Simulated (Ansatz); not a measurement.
# Br: the cost of one run

All numbers are computed with the Python package of Ansatz 0.2.0. Level of theory: DFT PBE, plane waves, PAW.

### 1 The system

Br Fm-3m: It takes space group Fm-3m (No. 225, cubic). Conventional cell: a = 4.710 Å, b = 4.710 Å, c = 4.710 Å, α = 90.00°, β = 90.00°, γ = 90.00°. Br (site symmetry m-3m) is surrounded by 12 Br at 3.33 Å.

Br Fd-3m: The structure is cubic, space group Fd-3m (No. 227). The conventional cell has a = 6.480 Å, b = 6.480 Å, c = 6.480 Å, α = 90.00°, β = 90.00°, γ = 90.00°. Br (site symmetry -43m) has 4 Br at 2.81 Å as nearest neighbours.

Br P6_3/mmc: Symmetry: P6_3/mmc, No. 194, hexagonal system. Conventional cell: a = 3.330 Å, b = 3.330 Å, c = 5.438 Å, α = 90.00°, β = 90.00°, γ = 120.00°. Around Br (site symmetry -6m2) lie 12 Br at 3.33 Å.

Br Im-3m: The structure is cubic, space group Im-3m (No. 229). The conventional cell has a = 3.740 Å, b = 3.740 Å, c = 3.740 Å, α = 90.00°, β = 90.00°, γ = 90.00°. Around Br (site symmetry m-3m) lie 8 Br at 3.24 Å.

No structure file is read: the coordinates are typed or built in the script.

### 2 Script

Contents of br.py:

```python
"""Relaxed energies of Br in several structure types."""

import warnings

import ansatz as az
import numpy as np
from tabulate import tabulate

FUNCTIONAL = "PBE"
CUTOFF = 460
K_SPACING = 0.3
FILLING = "fermi_dirac"
WIDTH_EV = 0.02


def fcc(first, a):
    return (
        az.Lattice.fcc(a)
        .space_group(225)
        .atom(first, (0, 0, 0))
        .primitive()
    )


def diamond(A, a):
    return az.Crystal.diamond(A, a=a)


def hcp(A, a):
    return (
        az.Lattice.from_parameters(a, a, 1.633 * a, alpha=90, beta=90, gamma=120)
        .space_group(194)
        .atom(A, (1 / 3, 2 / 3, 0.25))
    )


def bcc(a_site, a):
    return (
        az.Lattice.bcc(a)
        .space_group(229)
        .atom(a_site, (0, 0, 0))
        .primitive()
    )


def run_phase(name, crystal, relax=True):
    calc = (
        crystal.calculation()
        .functional(FUNCTIONAL)
        .basis(CUTOFF)
        .kpoints(spacing=K_SPACING)
        .occupations(FILLING, width=WIDTH_EV)
        .stress()
        .band_table()
    )
    if relax:
        calc = calc.relax(force_tolerance=0.03, max_steps=40, cell=True)
    return calc.run(threads=1, backend="cpu")

def bulk_modulus(name, outcome, step=0.02):
    # B = -V dP/dV from the pressures of two uniformly scaled cells, atoms held at their fractions
    pressure = []
    for factor in (1 - step, 1.0, 1 + step):
        cell = az.Crystal(lattice=az.Lattice.of(outcome.lattice.cell_ang * factor ** (1 / 3)))
        for site in outcome.report["lattice"]["sites"]:
            cell = cell.atom(site["symbol"], site["position_frac"])
        pressure.append(np.trace(run_phase(name, cell, relax=False).report["stress_gpa"]) / 3)
    slope, bend = (pressure[0] - pressure[2]) / (2 * step), abs(pressure[0] + pressure[2] - 2 * pressure[1])
    # a jump of mesh or basis between the cells shows as a kink: no modulus then
    return float(slope) if bend < 12 * step**2 * abs(slope) + 0.15 and abs(pressure[1]) < 1.5 else float("nan")

def relaxed_twice(name, crystal):
    # the second pass draws mesh and plane waves anew for the relaxed cell
    first = run_phase(name, crystal)
    again = az.Crystal(lattice=az.Lattice.of(first.lattice.cell_ang))
    for site in first.report["lattice"]["sites"]:
        again = again.atom(site["symbol"], site["position_frac"])
    return run_phase(name, again)


def pressure_gpa(outcome):
    return float(np.trace(outcome.report["stress_gpa"]) / 3)


def volume_per_atom(outcome):
    return abs(np.linalg.det(outcome.lattice.cell_ang)) / len(outcome.lattice.sites)

# a is a first guess in angstrom
warnings.simplefilter("ignore", az.DeckWarning)

phases = {}
phases["fcc"] = fcc("Br", 4.71)
phases["diamond"] = diamond("Br", 6.48)
phases["hcp"] = hcp("Br", 3.33)
phases["bcc"] = bcc("Br", 3.74)

done = {name: relaxed_twice(name, crystal) for name, crystal in phases.items()}

energy = {name: o.report["energy_sigma0_ev"] / len(o.lattice.sites) for name, o in done.items()}
lowest = min(energy.values())
rows = [(name, len(o.lattice.sites), 1000 * (energy[name] - lowest), pressure_gpa(o), volume_per_atom(o), bulk_modulus(name, o)) for name, o in done.items()]
rows.sort(key=lambda row: row[2])
print(tabulate(rows, headers=["phase", "atoms", "dE (meV/atom)", "P (GPa)", "V (A^3/atom)", "B (GPa)"], floatfmt=".4f", tablefmt="github"))
print("lowest in energy:", rows[0][0])
```

### 3 The run

The run is started by

```
$ python br.py
```

Q: Estimate wall time and peak memory on 1 thread of Arm Neoverse V2, shared host.

About 62 s, with a peak of 0.42 GiB.
